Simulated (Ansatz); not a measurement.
SnO2, SnSe2, SnTe2: one prototype (rutile), with O, Se, Te on the same site. Each was relaxed with r2SCAN in the plane-wave code Ansatz, and the gaps are read on those cells (d direct, i indirect). Simulated, non-magnetic, generated structures, which need not be known phases.

| compound | a (Å) | c (Å) | gap, PBE (eV) | gap, r2SCAN (eV) | gap, PBE+SOC (eV) |
| --- | --- | --- | --- | --- | --- |
| SnO2 | 4.761 | 3.200 | 1.10 d (Γ) | 1.77 d (Γ) | 1.10 d (Γ) |
| SnSe2 | 6.502 | 3.954 | none (overlap 0.14) | none (overlap 0.04) | none (overlap 0.10) |
| SnTe2 | 6.959 | 4.418 | none (overlap 0.14) | none (overlap 0.08) | none (overlap 0.23) |

From SnO2 to SnSe2, a changes by +1.741 Å. From SnSe2 to SnTe2, a changes by +0.457 Å.

Only the levels marked +SOC include spin-orbit coupling.

Where bands overlap the cell is a metal at that level, and these k meshes limit energies, forces and stress. Overlaps of a few tenths of an eV in semilocal functionals can be an artefact that a hybrid or GW lifts.
